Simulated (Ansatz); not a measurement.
# In: energies, forces and stress near the listed structure

A set of self-consistent runs on In under further strains and shifts, swapped elements, to map its energy surface near the listed cell.

Program: Ansatz 0.2.0. Level of theory: DFT PBE, scalar-relativistic, plane waves, PAW. These are calculated values, not measurements.

### 1 The structure to begin with

Symmetry: R-3m, No. 166, trigonal system. Conventional cell: a = 3.339 Å, b = 3.339 Å, c = 24.622 Å, α = 90.00°, β = 90.00°, γ = 120.00°. In (site symmetry -3m) is surrounded by 12 In at 3.34 to 3.35 Å. In (site symmetry 3m) has 12 In at 3.34 to 3.35 Å as nearest neighbours.

Coordinates:

```cif
data_structure
_symmetry_space_group_name_H-M 'P 1'
_symmetry_Int_Tables_number 1
_cell_length_a 8.4309
_cell_length_b 8.4309
_cell_length_c 8.4309
_cell_angle_alpha 22.845
_cell_angle_beta 22.845
_cell_angle_gamma 22.845
_cell_volume 79.26
loop_
_atom_site_label
_atom_site_type_symbol
_atom_site_fract_x
_atom_site_fract_y
_atom_site_fract_z
_atom_site_occupancy
In1 In 0.00000 0.00000 0.00000 1
In2 In 0.77801 0.77801 0.77801 1
In3 In 0.22199 0.22199 0.22199 1
```

The structure comes from the Materials Project (structure only).

### 2 A change within the space group

Against the listed cell: strain xx, yy, zz, yz, xz, xy = +0.8, +0.8, -0.7, +0.0, +0.0, +0.0 %; atoms moved by 0.15 Å root mean square, at most 0.18 Å.

The input, input.yaml:

```yaml
crystal:
  lattice:
    - [1.6826766801, 0.9714938342, 8.1484515892]
    - [-1.6826766801, 0.9714938342, 8.1484515892]
    - [0.0, -1.9429876684, 8.1484515892]
  atoms:
    - { symbol: In, position: [0.0, 0.0, 0.0] }
    - { symbol: In, position: [0.7705510743, 0.7705510743, 0.7705510743] }
    - { symbol: In, position: [0.2294489257, 0.2294489257, 0.2294489257] }
basis:
  ecutwfc: 420
kpoints:
  mp_grid: { grid: [15, 15, 15] }
hamiltonian:
  xc: pbe
scf:
  occupations: { method: gaussian, width: 0.1 }
output:
  forces: true
  stress: true
  eigenvalues: true
  write_density: true
  write_potential: true
  elf: true
  volumetric_format: npy
```

Run with:

```
ansatz run input.yaml --threads 1 --pin off --max-ram 1331MiB --backend cpu --events-out ev --progress --plain --runs-dir out
```

Log:

```text
Warning: RAYON_NUM_THREADS=1 ignored (pool sized by the plan → 1); use --threads N
basis.fft_grid_basis auto: the FFT boxes are laid along the combinations [[1, -1, 0], [0, 1, 0], [0, -1, 1]] of the cell's own vectors, 3.365, 8.377 and 3.365 Å long. The dense box has 24×60×24 points. Along the cell's own vectors, as sized, it would have 60×60×60, 6.25 times as many. Of the 12 symmetry operations that the crystal satisfies within crystal.symmetry.tolerance (time reversal apart; of a slab, those that keep its plane) the dense box along the cell's own vectors carries 12, and the one as laid loses 8 of those. basis.fft_grid_basis: typed keeps the cell's own vectors: state it where this run's energies or levels are differenced outside the engine with another run's, or held beside a run that keeps those vectors. Those combinations have planes normal to reciprocal vector 3, as the cell's own vectors have. Each planar average written beside output.write_density, output.write_potential has a row for each plane of the box: 24. The volumetric files lie along those combinations, not along the cell's own vectors: a cube or XSF file states them, and fields.json those of NumPy files.
Engine: ansatz 0.2.0, x86_64-unknown-linux-gnu
Pseudopotentials: kind: paw
Pseudopotential: In, paw, valence charge 13, recommended cutoff 420 eV (normal), In.paw.azcp
Functional definition: PBE
  parameter kappa = 0.804
  parameter beta = 0.06672455060314922
  exchange = pbe_x(kappa = kappa, mu = beta*pi^2/3)
  correlation = pbe_c(beta = beta)
Crystal: 3 atoms, lattice volume = 79.922 Å³
Basis set: ecut = 420 eV, 1563 PW (Γ), FFT grids on a1−a2, a2, −a2+a3, exchange–correlation on 48×120×48 points (8 copies of the dense FFT grid, shifted against one another)
Bands: 24, of which v1, the nominal top of the filled ones, is band 20 counted from 1 (19 counted from 0)
Symmetry: 12 space group operations
Space group: R-3m (ITA 166), of the structure as read, at distance tolerance 4.3e-5 Å
k-points: 344 of 3375
Non-local potential: In, projectors of the file, l = 0: 2, l = 1: 2, l = 2: 2, l = 3: 2
PAW form: soft (Blöchl's): semilocal exchange-correlation on the pseudo side does not see the compensation charge
PAW one-centre angular grid: In, 590 points (default); XC on 64 Gauss nodes
Initial density: superposition of atomic densities (neutral atoms: chi_scale 0, normalization atom), corrected by the library's trained network
Initial wavefunctions: pseudopotential atomic-orbital guess
Functional: x = pbe(κ = 0.804, μ = 0.2195149727645171), c = pbe(β = 0.06672455060314922)
SCF iter   1: F=—  HF=-16793.408263 eV  |F-HF|=—  |Δ(HF+E_count)|=         —  Δρ=1.54e-3  dr2=9.67e-3  ethr=1.77e-3  ⟨swp⟩=5.7  Hψ=36123  notcnv=0
preconditioner: auto → Kerker (q_TF=auto, 2.421 Å⁻¹)  [metal: Δε(μ)=0.013 eV  Ē_g=15.161 eV  σ=0.100 eV  W_gap=0.08  n_scr=24 (ndim 8)  ℏωp=25.9 eV  f_vac=0.000  D(μ)=1.39/eV (n_scr^D=4)]
SCF iter   2: F=—  HF=-16793.404763 eV  |F-HF|=—  |Δ(HF+E_count)|=   3.50e-3  Δρ=9.13e-4  dr2=4.98e-3  ethr=2.48e-5  ⟨swp⟩=1.0  Hψ=11023  notcnv=0  defer=1
SCF iter   3: F=—  HF=-16793.404255 eV  |F-HF|=—  |Δ(HF+E_count)|=   5.08e-4  Δρ=7.64e-4  dr2=5.71e-4  ethr=1.28e-5  ⟨swp⟩=2.8  Hψ=14796  notcnv=0  defer=2
SCF iter   4: F=—  HF=-16793.404078 eV  |F-HF|=—  |Δ(HF+E_count)|=   1.76e-4  Δρ=3.06e-4  dr2=9.99e-5  ethr=1.46e-6  ⟨swp⟩=2.3  Hψ=14544  notcnv=0  defer=2
SCF iter   5: F=—  HF=-16793.404042 eV  |F-HF|=—  |Δ(HF+E_count)|=   3.63e-5  Δρ=1.43e-4  dr2=9.83e-6  ethr=2.56e-7  ⟨swp⟩=2.0  Hψ=14793  notcnv=0  defer=2
SCF iter   6: F=—  HF=-16793.404039 eV  |F-HF|=—  |Δ(HF+E_count)|=   3.37e-6  Δρ=1.73e-5  dr2=3.59e-7  ethr=2.52e-8  ⟨swp⟩=2.0  Hψ=13848  notcnv=0  defer=2
SCF iter   7: F=-16793.404038 eV  HF=-16793.404039 eV  |F-HF|=6.61e-8  |Δ(HF+E_count)|=   2.68e-9  Δρ=1.12e-5  dr2=7.80e-8  ethr=2.56e-10  ⟨swp⟩=10.5  Hψ=65197  notcnv=0
SCF 1 converged in 7 iterations: F = -16793.404038 eV  dr2 = 7.80e-8
SCF converged after 7 iterations
Free energy (F): -16793.404038 eV
Harris-Foulkes:  -16793.404039 eV  (|F-HF|=6.61e-8)
Internal energy: -16793.396936 eV  (E = F + TS)
E sigma→0 (E₀):  -16793.400487 eV
Entropy (-TS):   -0.007102 eV (-2.367 meV/atom)
Fermi energy:    10.024929 eV
--- Per-component energies (eV) ---
  E_band       = -80.445441
  E_kinetic    = 724.172961
  E_local      = -3323.686631  (includes V_loc(G=0)·N_el)
  E_nonlocal   = 1098.222715
  E_hartree    = 1308.794732
  E_xc         = -648.123414
  E_vxc        = -300.097893  (∫ρ·V_xc dr)
  E_paw        = -12456.276503  (= ΣΔE_a)
  E_vpaw       = -896.632553  (= ΣTr[D̂ρ^β])
  E_aug_tail   = 0.000077  (compensation charges beyond the density's cutoff)
  E_ewald      = -3496.500873
  E_smearing   = -0.007102  (= −TS)
  E_closure    = 0.000000  (closes the sum)
  Σ components = -16793.404038   (vs F -16793.404038, Δ=0.00e0)
--- Forces (eV/Å), atoms counted from 1 ---
  atom   1  In     0.00000000     0.00000000     0.00000000
  atom   2  In     0.00000000    -0.00000000     0.60094238
  atom   3  In     0.00000000     0.00000000    -0.60094238
  max |Σ_I F_I| component: 2.22e-16 eV/Å
--- Stress (GPa, compression-positive) ---
        1.522955       0.000000      -0.000000
       -0.000000       1.522955      -0.000000
        0.000000      -0.000000       3.200587
  P = ⅓ Tr σ = 2.0822 GPa (20.822 kbar)
--- Band table (eV; the first three rows and the last of 344) ---
  k-point 0: bands = ["-4.7631", "-4.7104", "-4.7104", "-4.6443", "-4.6443", "-4.6223", "-4.6106", "-4.5691", "-4.5691", "-4.4967", "-4.4967", "-4.3895", "-4.3895", "-4.3303", "-4.3303", "0.4253", "2.6730", "3.5702", "10.3290", "11.1379", "18.2147", "18.2147", "18.7224", "18.7224"]
  k-point 1: bands = ["-4.7586", "-4.7170", "-4.7012", "-4.6529", "-4.6385", "-4.6082", "-4.6078", "-4.5658", "-4.5577", "-4.5015", "-4.4950", "-4.3956", "-4.3887", "-4.3391", "-4.3298", "0.5117", "2.7486", "3.6689", "10.3598", "11.2670", "17.0674", "17.7068", "17.8768", "18.4423"]
  k-point 2: bands = ["-4.7608", "-4.7208", "-4.6797", "-4.6706", "-4.6215", "-4.6049", "-4.5843", "-4.5504", "-4.5253", "-4.5116", "-4.4854", "-4.4091", "-4.3870", "-4.3620", "-4.3283", "0.7723", "2.9764", "3.9634", "10.4768", "11.6204", "15.1064", "16.1966", "16.8546", "17.7177"]
  k-point 343: bands = ["-4.7602", "-4.7176", "-4.6982", "-4.6578", "-4.6454", "-4.6131", "-4.5977", "-4.5632", "-4.5513", "-4.4829", "-4.4776", "-4.4299", "-4.4274", "-4.3227", "-4.3110", "0.8015", "1.6216", "5.9143", "6.9331", "15.7150", "16.7013", "16.8800", "17.4806", "18.4374"]
```

It took 97 s on 1 thread of an x86-64 CPU, shared host; peak memory 0.7 GiB.

Axes a, b and c in the maps are those of this run's conventional cell (a, b, c = 3.365, 3.365, 24.445 Å).

Density in a lattice plane of the grid's cell (edges 3.37 and 24.45 Å, at 0.000 of the third edge), which holds In.

Ten even steps from ' ' (0.04 e/Å³) to '@' (12.96 e/Å³):
```
            
            
            
..          
--..      ..
            
            
            
            
            
            
            
            
            
--..      ..
..          
            
            
            
@@--      --
```
Columns run along the first of these edges and rows up along the second, over one cell in 6 and 20 even steps from the bottom left corner. Atoms in the plane (fractional): In at (0.00, 0.00), In at (1.00, 0.77), In at (1.00, 0.23).

ELF in the same plane.

Values, 12 rows by 6 columns:
```
0.25 0.27 0.25 0.25 0.25 0.27
0.27 0.25 0.20 0.19 0.20 0.25
0.07 0.25 0.25 0.25 0.25 0.25
0.23 0.26 0.24 0.27 0.24 0.27
0.19 0.25 0.24 0.24 0.25 0.25
0.08 0.12 0.20 0.22 0.20 0.12
0.19 0.25 0.25 0.24 0.24 0.25
0.23 0.27 0.24 0.27 0.24 0.26
0.07 0.25 0.25 0.25 0.25 0.25
0.27 0.25 0.20 0.19 0.20 0.25
0.25 0.27 0.25 0.25 0.25 0.27
0.00 0.12 0.25 0.26 0.25 0.12
```
Columns run along the first of these edges and rows up along the second, over one cell in 6 and 12 even steps from the bottom left corner. Atoms in the plane (fractional): In at (0.00, 0.00), In at (1.00, 0.77), In at (1.00, 0.23).

Both are smooth fields of the valence electrons: close to the nuclei they are not physical.

### 3 Substitution of an element, cell strained: In → Al, first probe

The change: Al takes all sites of In, and lengths are scaled by 0.911 as a first guess of the size; strain xx, yy, zz, yz, xz, xy = +5.3, +5.3, -3.7, +0.0, +0.0, +0.0 %; atoms moved by 0.10 Å root mean square, at most 0.12 Å.

The input, input.yaml:

```yaml
crystal:
  lattice:
    - [1.6015161048, 0.9246357542, 7.1994734768]
    - [-1.6015161048, 0.9246357542, 7.1994734768]
    - [0.0, -1.8492715084, 7.1994734768]
  atoms:
    - { symbol: Al, position: [0.0, 0.0, 0.0] }
    - { symbol: Al, position: [0.7829863505, 0.7829863505, 0.7829863505] }
    - { symbol: Al, position: [0.2170136495, 0.2170136495, 0.2170136495] }
basis:
  ecutwfc: 420
kpoints:
  mp_grid: { grid: [6, 6, 6] }
hamiltonian:
  xc: pbe
scf:
  occupations: { method: gaussian, width: 0.1 }
output:
  forces: true
  stress: true
  eigenvalues: true
```

Run with:

```
ansatz run input.yaml --threads 1 --pin off --max-ram 1331MiB --backend cpu --events-out ev --progress --plain --runs-dir out
```

Log, shortened:

```text
[...]
SCF converged after 6 iterations
Free energy (F): -1611.822979 eV
[...]
E sigma→0 (E₀):  -1611.819748 eV
Entropy (-TS):   -0.006462 eV (-2.154 meV/atom)
Fermi energy:    5.527337 eV
[...]
--- Forces (eV/Å), atoms counted from 1 ---
  atom   1  Al     0.00000000     0.00000000    -0.00000000
  atom   2  Al     0.00000000    -0.00000000    -0.74311880
  atom   3  Al     0.00000000     0.00000000     0.74311880
[...]
--- Stress (GPa, compression-positive) ---
      -12.702954       0.000000      -0.000000
        0.000000     -12.702954       0.000000
        0.000000       0.000000      -2.977969
  P = ⅓ Tr σ = -9.4613 GPa (-94.613 kbar)
--- Band table (eV; the first three rows and the last of 32) ---
  k-point 0: bands = ["-4.0535", "-1.3168", "-0.8895", "6.9391", "7.2509", "12.9971", "12.9971", "13.9253", "13.9253"]
[...]
```

Run time: 3.6 s. Hardware: 1 thread of an x86-64 CPU, shared host; peak memory 0.31 GiB.

### 4 Substitution of an element, cell strained: In → Al

Edit input.yaml of step 3 so:

```diff
@@ -12,3 +12,3 @@
 kpoints:
-  mp_grid: { grid: [6, 6, 6] }
+  mp_grid: { grid: [15, 15, 15] }
 hamiltonian:
@@ -21 +21,2 @@
   eigenvalues: true
+  populations: true
```

Run with:

```
ansatz run input.yaml --threads 1 --pin off --max-ram 1331MiB --backend cpu --events-out ev --progress --plain --runs-dir out
```

Log, shortened:

```text
Warning: RAYON_NUM_THREADS=1 ignored (pool sized by the plan → 1); use --threads N
[...]
[... 1 set-up line as earlier in the session ...]
Pseudopotential: Al, paw, valence charge 3, recommended cutoff 420 eV (normal), Al.paw.azcp
[... 1 set-up line as earlier in the session ...]
[...]
Crystal: 3 atoms, lattice volume = 63.967 Å³
Basis set: ecut = 420 eV, 1267 PW (Γ), FFT grids on a1−a3, a2−a3, a3, exchange–correlation on 48×48×100 points (8 copies of the dense FFT grid, shifted against one another)
Bands: 9, of which v1, the nominal top of the filled ones, is band 5 counted from 1 (4 counted from 0)
[... 1 set-up line as earlier in the session ...]
Space group: R-3m (ITA 166), of the structure as read, at distance tolerance 4.0e-5 Å
k-points: 344 of 3375
[...]
SCF iter   1: F=—  HF=-1611.781887 eV  |F-HF|=—  |Δ(HF+E_count)|=         —  Δρ=8.63e-4  dr2=6.15e-4  ethr=1.77e-3  ⟨swp⟩=5.7  Hψ=24622  notcnv=0
[...]
SCF iter   6: F=-1611.781816 eV  HF=-1611.781816 eV  |F-HF|=1.07e-8  |Δ(HF+E_count)|=   1.77e-7  Δρ=5.39e-6  dr2=2.57e-8  ethr=1.11e-9  ⟨swp⟩=4.4  Hψ=13920  notcnv=0
[...]
SCF converged after 6 iterations
Free energy (F): -1611.781816 eV
[...]
E sigma→0 (E₀):  -1611.777215 eV
Entropy (-TS):   -0.009200 eV (-3.067 meV/atom)
Fermi energy:    5.466420 eV
[...]
--- Forces (eV/Å), atoms counted from 1 ---
  atom   1  Al     0.00000000    -0.00000000     0.00000000
  atom   2  Al     0.00000000    -0.00000000    -0.48493479
  atom   3  Al     0.00000000     0.00000000     0.48493479
[...]
--- Stress (GPa, compression-positive) ---
       -9.956141       0.000000      -0.000000
        0.000000      -9.956141      -0.000000
        0.000000      -0.000000      -8.917450
  P = ⅓ Tr σ = -9.6099 GPa (-96.099 kbar)
--- Band table (eV; the first three rows and the last of 344) ---
  k-point 0: bands = ["-4.0262", "-1.3412", "-0.8858", "6.9388", "7.2468", "13.0622", "13.0622", "13.8581", "13.8581"]
[...]
--- Löwdin populations: 3 sites ---
  site symbol       q [e]
     0     Al      2.9610
     1     Al      2.9638
     2     Al      2.9638
  spilling = 0.012385 (of n_electrons = 9.000000)
```

Run time: 30 s. Hardware: 1 thread of an x86-64 CPU, shared host; peak memory 0.48 GiB.

Per atom:

```tsv
atom	Löwdin electrons
Al1	2.96
Al2	2.96
Al3	2.96
```

### 5 Changing settings: mp_grid.grid [12, 12, 12]

Edit input.yaml of step 4 so:

```diff
@@ -12,3 +12,3 @@
 kpoints:
-  mp_grid: { grid: [15, 15, 15] }
+  mp_grid: { grid: [12, 12, 12] }
 hamiltonian:
@@ -19,4 +19,3 @@
   forces: true
+  eigenvalues: true
   stress: true
-  eigenvalues: true
-  populations: true
```

Run with:

```
ansatz run input.yaml --threads 1 --pin off --max-ram 1331MiB --backend cpu --events-out ev --progress --plain --runs-dir out
```

Log, shortened:

```text
Warning: RAYON_NUM_THREADS=1 ignored (pool sized by the plan → 1); use --threads N
[...]
[... 3 set-up lines as earlier in the session ...]
[...]
Crystal: 3 atoms, lattice volume = 63.967 Å³
Basis set: ecut = 420 eV, 1267 PW (Γ), FFT grids on a1−a3, a2−a3, a3, exchange–correlation on 48×48×100 points (8 copies of the dense FFT grid, shifted against one another)
Bands: 9, of which v1, the nominal top of the filled ones, is band 5 counted from 1 (4 counted from 0)
[... 2 set-up lines as earlier in the session ...]
k-points: 189 of 1728
[...]
SCF iter   1: F=—  HF=-1611.798807 eV  |F-HF|=—  |Δ(HF+E_count)|=         —  Δρ=9.25e-4  dr2=1.24e-3  ethr=1.77e-3  ⟨swp⟩=5.7  Hψ=13516  notcnv=0
[...]
SCF iter   7: F=-1611.798643 eV  HF=-1611.798643 eV  |F-HF|=2.57e-9  |Δ(HF+E_count)|=   3.11e-8  Δρ=8.99e-7  dr2=3.01e-9  ethr=1.11e-9  ⟨swp⟩=5.0  Hψ=6273  notcnv=0
[...]
SCF converged after 7 iterations
Free energy (F): -1611.798643 eV
[...]
E sigma→0 (E₀):  -1611.794973 eV
Entropy (-TS):   -0.007339 eV (-2.446 meV/atom)
Fermi energy:    5.520414 eV
[...]
--- Forces (eV/Å), atoms counted from 1 ---
  atom   1  Al     0.00000000     0.00000000     0.00000000
  atom   2  Al     0.00000000    -0.00000000    -0.53120714
  atom   3  Al     0.00000000     0.00000000     0.53120714
[...]
--- Stress (GPa, compression-positive) ---
      -10.211064       0.000000       0.000000
        0.000000     -10.211064       0.000000
        0.000000       0.000000      -8.072980
  P = ⅓ Tr σ = -9.4984 GPa (-94.984 kbar)
--- Band table (eV; the first three rows and the last of 189) ---
  k-point 0: bands = ["-4.0298", "-1.3376", "-0.8855", "6.9393", "7.2478", "13.0529", "13.0529", "13.8696", "13.8696"]
[...]
```

Run time: 12 s. Hardware: 1 thread of an x86-64 CPU, shared host; peak memory 0.4 GiB.

```tsv
run	ending	energy change	pressure (GPa)	gap (eV)	force (eV/Å)	cycles	time
step 4	converged	0	-9.6	0.00	0.48	6	30 s
variant	converged	-5.6 meV/atom	-9.5	0.00	0.53	7	12 s
```

Changing the k-point mesh moves the energy by -5.6 meV/atom, and the largest force goes from 0.48 to 0.53 eV/Å. Sampling errors of the energy have no fixed sign. Cost: 7 SCF cycles against 6, 12 s against 30 s. These settings are too coarse to quote as the system's properties.

### 6 Substitution of an element, cell strained: In → Tl, first probe

The change: Tl takes all sites of In, and lengths are scaled by 1.013 as a first guess of the size; strain xx, yy, zz, yz, xz, xy = +4.2, +4.2, +4.2, +0.0, +0.0, +0.0 %.

The input, input.yaml:

```yaml
crystal:
  lattice:
    - [1.7622375788, 1.0174283405, 8.6626624556]
    - [-1.7622375788, 1.0174283405, 8.6626624556]
    - [0.0, -2.034856681, 8.6626624556]
  atoms:
    - { symbol: Tl, position: [0.0, 0.0, 0.0] }
    - { symbol: Tl, position: [0.77801224, 0.77801224, 0.77801224] }
    - { symbol: Tl, position: [0.22198776, 0.22198776, 0.22198776] }
basis:
  ecutwfc: 420
kpoints:
  mp_grid: { grid: [6, 6, 6] }
hamiltonian:
  xc: pbe
scf:
  occupations: { method: gaussian, width: 0.1 }
output:
  forces: true
  stress: true
  eigenvalues: true
```

Run with:

```
ansatz run input.yaml --threads 1 --pin off --max-ram 1331MiB --backend cpu --events-out ev --progress --plain --runs-dir out
```

Log, shortened:

```text
[...]
SCF converged after 7 iterations
Free energy (F): -34332.454814 eV
[...]
E sigma→0 (E₀):  -34332.452007 eV
Entropy (-TS):   -0.005615 eV (-1.872 meV/atom)
Fermi energy:    9.256669 eV
[...]
--- Forces (eV/Å), atoms counted from 1 ---
  atom   1  Tl    -0.00000000    -0.00000000    -0.00000000
  atom   2  Tl     0.00000000     0.00000000     0.06473198
  atom   3  Tl    -0.00000000    -0.00000000    -0.06473198
[...]
--- Stress (GPa, compression-positive) ---
        0.315508       0.000000       0.000000
        0.000000       0.315508      -0.000000
        0.000000      -0.000000      -0.514275
  P = ⅓ Tr σ = 0.0389 GPa (0.389 kbar)
--- Band table (eV; the first three rows and the last of 32) ---
  k-point 0: bands = ["-2.3477", "-2.3328", "-2.2464", "-2.2298", "-2.2298", "-2.2150", "-2.2150", "-2.1860", "-2.1860", "-2.0599", "-2.0599", "-1.9022", "-1.9022", "-1.8734", "-1.8734", "-0.2230", "2.0159", "2.0312", "9.6808", "9.6978", "17.4031", "17.4031", "17.4245", "17.4245"]
[...]
```

Run time: 7 s. Hardware: 1 thread of an x86-64 CPU, shared host; peak memory 0.37 GiB.

### 7 One element swapped, cell strained: In → Tl

Edit input.yaml of step 6 so:

```diff
@@ -12,3 +12,3 @@
 kpoints:
-  mp_grid: { grid: [6, 6, 6] }
+  mp_grid: { grid: [15, 15, 15] }
 hamiltonian:
```

Run with:

```
ansatz run input.yaml --threads 1 --pin off --max-ram 1331MiB --backend cpu --events-out ev --progress --plain --runs-dir out
```

Log, shortened:

```text
Warning: RAYON_NUM_THREADS=1 ignored (pool sized by the plan → 1); use --threads N
[...]
[... 1 set-up line as earlier in the session ...]
Pseudopotential: Tl, paw, valence charge 13, recommended cutoff 420 eV (normal), Tl.paw.azcp
[... 1 set-up line as earlier in the session ...]
[...]
Crystal: 3 atoms, lattice volume = 93.190 Å³
Basis set: ecut = 420 eV, 1799 PW (Γ), FFT grids on a1−a3, a2−a3, a3, exchange–correlation on 48×48×120 points (8 copies of the dense FFT grid, shifted against one another)
Bands: 24, of which v1, the nominal top of the filled ones, is band 20 counted from 1 (19 counted from 0)
[... 1 set-up line as earlier in the session ...]
Space group: R-3m (ITA 166), of the structure as read, at distance tolerance 4.5e-5 Å
k-points: 344 of 3375
[...]
SCF iter   1: F=—  HF=-34332.423304 eV  |F-HF|=—  |Δ(HF+E_count)|=         —  Δρ=6.48e-4  dr2=6.13e-4  ethr=1.77e-3  ⟨swp⟩=5.6  Hψ=35507  notcnv=0
[...]
SCF iter   6: F=-34332.420131 eV  HF=-34332.420131 eV  |F-HF|=2.61e-8  |Δ(HF+E_count)|=   1.43e-8  Δρ=7.34e-6  dr2=5.84e-8  ethr=2.56e-10  ⟨swp⟩=4.4  Hψ=36609  notcnv=0
[...]
SCF converged after 6 iterations
Free energy (F): -34332.420131 eV
[...]
E sigma→0 (E₀):  -34332.415695 eV
Entropy (-TS):   -0.008873 eV (-2.958 meV/atom)
Fermi energy:    9.288259 eV
[...]
--- Forces (eV/Å), atoms counted from 1 ---
  atom   1  Tl    -0.00000000     0.00000000    -0.00000000
  atom   2  Tl    -0.00000000     0.00000000     0.05460072
  atom   3  Tl     0.00000000    -0.00000000    -0.05460072
[...]
--- Stress (GPa, compression-positive) ---
        0.352613       0.000000      -0.000000
        0.000000       0.352613      -0.000000
       -0.000000      -0.000000      -0.210297
  P = ⅓ Tr σ = 0.1650 GPa (1.650 kbar)
--- Band table (eV; the first three rows and the last of 344) ---
  k-point 0: bands = ["-2.3387", "-2.3354", "-2.2431", "-2.2318", "-2.2318", "-2.2089", "-2.2089", "-2.1885", "-2.1885", "-2.0606", "-2.0606", "-1.8931", "-1.8931", "-1.8756", "-1.8756", "-0.2222", "2.0133", "2.0365", "9.6845", "9.6980", "17.4075", "17.4075", "17.4209", "17.4209"]
[...]
```

Wall time 65 s (1 thread of an x86-64 CPU, shared host); peak memory 0.76 GiB.

### 8 Summary of results

| step | case | energy (meV/atom) | pressure (GPa) | largest force (eV/Å) | gap on the mesh (eV) |
| --- | --- | --- | --- | --- | --- |
| 2 | a change within the space group | +0.0 | 2.1 | 0.60 | 0.00 |
| 4 | substitution of an element, cell strained: In → Al | n/a | -9.6 | 0.48 | 0.00 |
| 7 | one element swapped, cell strained: In → Tl | n/a | 0.2 | 0.05 | 0.00 |

Energies are counted from step 2, with the smearing taken to zero. Other atoms or functionals have another zero of energy (n/a). A gap of 0.00 means none on the mesh at this level.

In words: The runs treat Tl without spin-orbit coupling.
